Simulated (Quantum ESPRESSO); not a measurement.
# KBr (Fm-3m) in Quantum ESPRESSO: convergence with k mesh

Aim: find how far k mesh must go before the results for KBr settle, at PBE. This setting moves, with any that are tied to it; all else stays.

All numbers are computed with Quantum ESPRESSO 7.5; they aren't measurements. Logs are shortened: lines on timing, memory, paths and dates and some standing lists are left out, and cuts for length are marked.

## Step 1: The structure

The structure is cubic, space group Fm-3m (No. 225). Conventional cell: a = 6.600 Å, b = 6.600 Å, c = 6.600 Å, α = 90.00°, β = 90.00°, γ = 90.00°. Br (site symmetry m-3m) has 6 K at 3.30 Å as nearest neighbours. K (site symmetry m-3m) has 6 Br at 3.30 Å as nearest neighbours.

## Step 2: With k mesh 1 × 1 × 1

File pw.in:

```
&CONTROL
  calculation = 'scf'
  prefix = 'pwscf'
  outdir = './tmp'
  pseudo_dir = './pseudo'
  tprnfor = .true.
  tstress = .true.
  disk_io = 'nowf'
/
&SYSTEM
  ibrav = 0
  nat = 2
  ntyp = 2
  ecutwfc = 74
  nbnd = 28
  occupations = 'smearing'
  smearing = 'mv'
  degauss = 0.00734986
  noncolin = .true.
  lspinorb = .true.
/
&ELECTRONS
  conv_thr = 4d-10
  electron_maxstep = 120
  mixing_beta = 0.5
/
ATOMIC_SPECIES
Br    79.9040 Br.upf
K     39.0983 K.upf
CELL_PARAMETERS angstrom
   0.0000000000    3.3000000000    3.3000000000
   3.3000000000    0.0000000000    3.3000000000
   3.3000000000    3.3000000000    0.0000000000
ATOMIC_POSITIONS crystal
Br     0.5000000000    0.5000000000    0.5000000000
K      0.0000000000    0.0000000000    0.0000000000
K_POINTS automatic
1 1 1 0 0 0
```

Potentials or basis: PseudoDojo 0.4 FR PBE standard.

The run is started by

```sh
> OMP_NUM_THREADS=1 pw.x -in pw.in > pw.out
```

pw.out:

```text
This program is part of the open-source Quantum ESPRESSO suite
     for quantum simulation of materials; please cite
         "P. Giannozzi et al., J. Phys.:Condens. Matter 21 395502 (2009);
         "P. Giannozzi et al., J. Phys.:Condens. Matter 29 465901 (2017);
         "P. Giannozzi et al., J. Chem. Phys. 152 154105 (2020);
     in publications or presentations arising from this work. More details at

     Message from routine setup:
     using ibrav=0 with symmetry is DISCOURAGED, use correct ibrav instead

     G-vector sticks info
     --------------------
     sticks:   dense  smooth     PW     G-vecs:    dense   smooth      PW
     Sum        1585    1585    397                41655    41655    5161

     Using Slab Decomposition

     bravais-lattice index     =            0
     lattice parameter (alat)  =       8.8192  a.u.
     unit-cell volume          =     485.0298 (a.u.)^3
     number of atoms/cell      =            2
     number of atomic types    =            2
     number of electrons       =        16.00
     number of Kohn-Sham states=           28
     kinetic-energy cutoff     =      74.0000  Ry
     charge density cutoff     =     296.0000  Ry
     scf convergence threshold =      4.0E-10
     mixing beta               =       0.5000
     number of iterations used =            8  plain     mixing
     Exchange-correlation= PBE
                           (   1   4   3   4   0   0   0)
     Non magnetic calculation with spin-orbit

     celldm(1)=   8.819172  celldm(2)=   0.000000  celldm(3)=   0.000000
     celldm(4)=   0.000000  celldm(5)=   0.000000  celldm(6)=   0.000000

     crystal axes: (cart. coord. in units of alat)
               a(1) = (   0.000000   0.707107   0.707107 )
               a(2) = (   0.707107   0.000000   0.707107 )
               a(3) = (   0.707107   0.707107   0.000000 )

     reciprocal axes: (cart. coord. in units 2 pi/alat)
               b(1) = ( -0.707107  0.707107  0.707107 )
               b(2) = (  0.707107 -0.707107  0.707107 )
               b(3) = (  0.707107  0.707107 -0.707107 )

     PseudoPot. # 1 for Br read from file:
     Br.upf
     Pseudo is Norm-conserving + core correction, Zval =  7.0
     Generated using ONCVPSP code by D. R. Hamann
     Using radial grid of 1110 points, 10 beta functions with:
                l(1) =   0
                l(2) =   0
                l(3) =   1
                l(4) =   1
                l(5) =   1
                l(6) =   1
                l(7) =   2
                l(8) =   2
                l(9) =   2
               l(10) =   2

     PseudoPot. # 2 for K  read from file:
     K.upf
     Pseudo is Norm-conserving + core correction, Zval =  9.0
     Generated using ONCVPSP code by D. R. Hamann
     Using radial grid of 2222 points, 10 beta functions with:
                l(1) =   0
                l(2) =   0
                l(3) =   1
                l(4) =   1
                l(5) =   1
                l(6) =   1
                l(7) =   2
                l(8) =   2
                l(9) =   2
               l(10) =   2

     atomic species   valence    mass     pseudopotential
     Br                7.00    79.90400     Br( 1.00)
     K                 9.00    39.09830     K ( 1.00)

     48 Sym. Ops., with inversion, found

   Cartesian axes

     site n.     atom                  positions (alat units)
         1        Br     tau(   1) = (   0.7071068   0.7071068   0.7071068  )
         2        K      tau(   2) = (   0.0000000   0.0000000   0.0000000  )

     number of k points=     1  Marzari-Vanderbilt smearing, width (Ry)=  0.0073
                       cart. coord. in units 2pi/alat
        k(    1) = (   0.0000000   0.0000000   0.0000000), wk =   1.0000000

     Dense  grid:    41655 G-vectors     FFT dimensions: (  50,  50,  50)

     Initial potential from superposition of free atoms

     starting charge      15.9807, renormalised to      16.0000
     Starting wfcs are   18 randomized atomic wfcs +   10 random wfcs

     Self-consistent Calculation

     iteration #  1     ecut=    74.00 Ry     beta= 0.50
     Davidson diagonalization with overlap
     ethr =  1.00E-02,  avg # of iterations = 11.0

     total energy              =     -91.57172128 Ry
     estimated scf accuracy    <       0.16720963 Ry

     iteration #  2     ecut=    74.00 Ry     beta= 0.50
     Davidson diagonalization with overlap
     ethr =  1.05E-03,  avg # of iterations =  7.0

     total energy              =     -91.59774702 Ry
     estimated scf accuracy    <       0.01133260 Ry

     iteration #  3     ecut=    74.00 Ry     beta= 0.50
     Davidson diagonalization with overlap
     ethr =  7.08E-05,  avg # of iterations =  5.0

     total energy              =     -91.59799199 Ry
     estimated scf accuracy    <       0.00193454 Ry

     iteration #  4     ecut=    74.00 Ry     beta= 0.50
     Davidson diagonalization with overlap
     ethr =  1.21E-05,  avg # of iterations =  3.0

     total energy              =     -91.59805462 Ry
     estimated scf accuracy    <       0.00000593 Ry

     iteration #  5     ecut=    74.00 Ry     beta= 0.50
     Davidson diagonalization with overlap
     ethr =  3.71E-08,  avg # of iterations =  3.0

     total energy              =     -91.59805853 Ry
     estimated scf accuracy    <       0.00000089 Ry

     iteration #  6     ecut=    74.00 Ry     beta= 0.50
     Davidson diagonalization with overlap
     ethr =  5.59E-09,  avg # of iterations =  2.0

     total energy              =     -91.59805852 Ry
     estimated scf accuracy    <       0.00000075 Ry

     iteration #  7     ecut=    74.00 Ry     beta= 0.50
     Davidson diagonalization with overlap
     ethr =  4.67E-09,  avg # of iterations =  2.0

     total energy              =     -91.59805863 Ry
     estimated scf accuracy    <          4.6E-09 Ry

     iteration #  8     ecut=    74.00 Ry     beta= 0.50
     Davidson diagonalization with overlap
     ethr =  2.85E-11,  avg # of iterations =  4.0

     total energy              =     -91.59805863 Ry
     estimated scf accuracy    <          5.3E-09 Ry

     iteration #  9     ecut=    74.00 Ry     beta= 0.50
     Davidson diagonalization with overlap
     ethr =  2.85E-11,  avg # of iterations =  2.0

     total energy              =     -91.59805863 Ry
     estimated scf accuracy    <          5.9E-10 Ry

     iteration # 10     ecut=    74.00 Ry     beta= 0.50
     Davidson diagonalization with overlap
     ethr =  3.69E-12,  avg # of iterations =  2.0

     End of self-consistent calculation

          k = 0.0000 0.0000 0.0000 (  5161 PWs)   bands (ev):

   -27.0378 -27.0378 -10.6778 -10.6778 -10.4112 -10.4112 -10.4112 -10.4112
    -9.8083  -9.8083   1.9002   1.9002   2.3663   2.3663   2.3663   2.3663
     5.7757   5.7757   8.7676   8.7676   8.7676   8.7676   8.7727   8.7727
     9.5818   9.5818   9.5818   9.5818

     the Fermi energy is     3.3407 ev

!    total energy              =     -91.59805863 Ry
     estimated scf accuracy    <          2.3E-12 Ry
     smearing contrib. (-TS)   =       0.00000000 Ry
     internal energy E=F+TS    =     -91.59805863 Ry

     The total energy is F=E-TS. E is the sum of the following terms:
     one-electron contribution =     -29.10894751 Ry
     hartree contribution      =      19.78835581 Ry
     xc contribution           =     -23.47959177 Ry
     ewald contribution        =     -58.79787517 Ry

     convergence has been achieved in  10 iterations

     Forces acting on atoms (cartesian axes, Ry/au):

     atom    1 type  1   force =     0.00000000    0.00000000    0.00000000
     atom    2 type  2   force =    -0.00000000   -0.00000000    0.00000000

     Total force =     0.000000     Total SCF correction =     0.000000

     Computing stress (Cartesian axis) and pressure

          total   stress  (Ry/bohr**3)                   (kbar)     P=      129.16
   0.00087800  -0.00000000   0.00000000          129.16       -0.00        0.00
   0.00000000   0.00087800   0.00000000            0.00      129.16        0.00
   0.00000000   0.00000000   0.00087800            0.00        0.00      129.16

=------------------------------------------------------------------------------=
   JOB DONE.
=------------------------------------------------------------------------------=
```

It took 8 s on 1 thread of Arm Neoverse V1, shared host; peak memory 0.16 GiB.

Results:

* Free energy: -1246.2551 eV
* Pressure: 12.9 GPa
* Band gap on the k mesh: 3.41 eV, direct

## Step 3: With k mesh 2 × 2 × 2

Edit pw.in of step 2 so:

```diff
@@ -37,2 +37,2 @@
 K_POINTS automatic
-1 1 1 0 0 0
+2 2 2 0 0 0
```

Potentials or basis: PseudoDojo 0.4 FR PBE standard.

The run is started by

```sh
> OMP_NUM_THREADS=1 pw.x -in pw.in > pw.out
```

Run time: 21 s. Hardware: 1 thread of Arm Neoverse V1, shared host; peak memory 0.17 GiB.

What came out:

| Property | Result |
| --- | --- |
| Free energy | -1249.3704 eV |
| Pressure | 1.2 GPa |
| Band gap on the k mesh | 4.24 eV, direct |

## Step 4: With k mesh 3 × 3 × 3

Edit pw.in of step 3 so:

```diff
@@ -37,2 +37,2 @@
 K_POINTS automatic
-2 2 2 0 0 0
+3 3 3 0 0 0
```

The run is started by

```sh
> OMP_NUM_THREADS=1 pw.x -in pw.in > pw.out
```

Wall time 28 s (1 thread of Arm Neoverse V1, shared host); peak memory 0.17 GiB.

What came out:

```
Free energy            : -1249.4702 eV
Pressure               : 0.8 GPa
Band gap on the k mesh : 4.27 eV, direct
```

## Step 5: With k mesh 4 × 4 × 4

Edit pw.in of step 4 so:

```diff
@@ -37,2 +37,2 @@
 K_POINTS automatic
-3 3 3 0 0 0
+4 4 4 0 0 0
```

The run is started by

```sh
> OMP_NUM_THREADS=1 pw.x -in pw.in > pw.out
```

Run time: 53 s. Hardware: 1 thread of Arm Neoverse V1, shared host; peak memory 0.19 GiB.

What came out:

```yaml
Free_energy: -1249.4753 eV
Pressure: 0.7 GPa
Band_gap_on_the_k_mesh: 4.27 eV, direct
```

## Step 6: With k mesh 5 × 5 × 5

Edit pw.in of step 5 so:

```diff
@@ -37,2 +37,2 @@
 K_POINTS automatic
-4 4 4 0 0 0
+5 5 5 0 0 0
```

Potentials or basis: PseudoDojo 0.4 FR PBE standard.

The run is started by

```sh
> OMP_NUM_THREADS=1 pw.x -in pw.in > pw.out
```

Run time: 67 s. Hardware: 1 thread of Arm Neoverse V1, shared host; peak memory 0.2 GiB.

Results (log left out):

* Free energy: -1249.4757 eV
* Pressure: 0.7 GPa
* Band gap on the k mesh: 4.27 eV, direct

## Step 7: With k mesh 6 × 6 × 6

Edit pw.in of step 6 so:

```diff
@@ -37,2 +37,2 @@
 K_POINTS automatic
-5 5 5 0 0 0
+6 6 6 0 0 0
```

The run is started by

```sh
> OMP_NUM_THREADS=1 pw.x -in pw.in > pw.out
```

Run time: 1.8 min. Hardware: 1 thread of Arm Neoverse V1, shared host; peak memory 0.22 GiB.

It converged, with:

```yaml
Free_energy: -1249.4757 eV
Pressure: 0.7 GPa
Band_gap_on_the_k_mesh: 4.27 eV, direct
```

## Step 8: With k mesh 7 × 7 × 7

Edit pw.in of step 7 so:

```diff
@@ -37,2 +37,2 @@
 K_POINTS automatic
-6 6 6 0 0 0
+7 7 7 0 0 0
```

The run is started by

```sh
> OMP_NUM_THREADS=1 pw.x -in pw.in > pw.out
```

It took 2.3 min on 1 thread of Arm Neoverse V1, shared host; peak memory 0.24 GiB.

Results (log left out):

```
Free energy            : -1249.4757 eV
Pressure               : 0.7 GPa
Band gap on the k mesh : 4.27 eV, direct
```

## Step 9: With k mesh 8 × 8 × 8

Edit pw.in of step 8 so:

```diff
@@ -37,2 +37,2 @@
 K_POINTS automatic
-7 7 7 0 0 0
+8 8 8 0 0 0
```

Potentials or basis: PseudoDojo 0.4 FR PBE standard.

The run is started by

```sh
> OMP_NUM_THREADS=1 pw.x -in pw.in > pw.out
```

It took 3.2 min on 1 thread of Arm Neoverse V1, shared host; peak memory 0.28 GiB.

Results (log left out):

```
Free energy            : -1249.4757 eV
Pressure               : 0.7 GPa
Band gap on the k mesh : 4.27 eV, direct
```

## Step 10: With k mesh 10 × 10 × 10

Edit pw.in of step 9 so:

```diff
@@ -37,2 +37,2 @@
 K_POINTS automatic
-8 8 8 0 0 0
+10 10 10 0 0 0
```

The run is started by

```sh
> OMP_NUM_THREADS=1 pw.x -in pw.in > pw.out
```

Run time: 5.2 min. Hardware: 1 thread of Arm Neoverse V1, shared host; peak memory 0.36 GiB.

The run converged. Its results:

```
Free energy            : -1249.4757 eV
Pressure               : 0.7 GPa
Band gap on the k mesh : 4.27 eV, direct
```

## Step 11: Summary

```csv
k mesh,"energy less the tightest run, at zero smearing (meV/atom)",pressure (GPa),gap on the mesh (eV),SCF cycles,CPU time (s),peak memory (GiB)
1 × 1 × 1,1610.32,12.92,3.409,10,8,0.16
2 × 2 × 2,52.65,1.25,4.239,9,21,0.17
3 × 3 × 3,2.75,0.75,4.272,9,28,0.17
4 × 4 × 4,0.22,0.72,4.275,9,53,0.19
5 × 5 × 5,0.02,0.72,4.275,9,67,0.2
6 × 6 × 6,0.00,0.72,4.275,9,110,0.22
7 × 7 × 7,0.00,0.72,4.275,9,140,0.24
8 × 8 × 8,0.00,0.72,4.275,9,190,0.28
10 × 10 × 10,0.00,0.72,4.275,9,310,0.36
```

Against the tightest run, the energy stays within 1 meV/atom from 4 × 4 × 4 on; the pressure stays within 0.1 GPa from 3 × 3 × 3 on; the gap on the mesh stays within 0.01 eV from 3 × 3 × 3 on. Meshes of other sizes hit other points, so gaps and Fermi surfaces needn't settle smoothly. The tightest run that finished is the yardstick and may itself not be fully converged.

Caveats: this smearing can shift energies of a crystal with a gap.
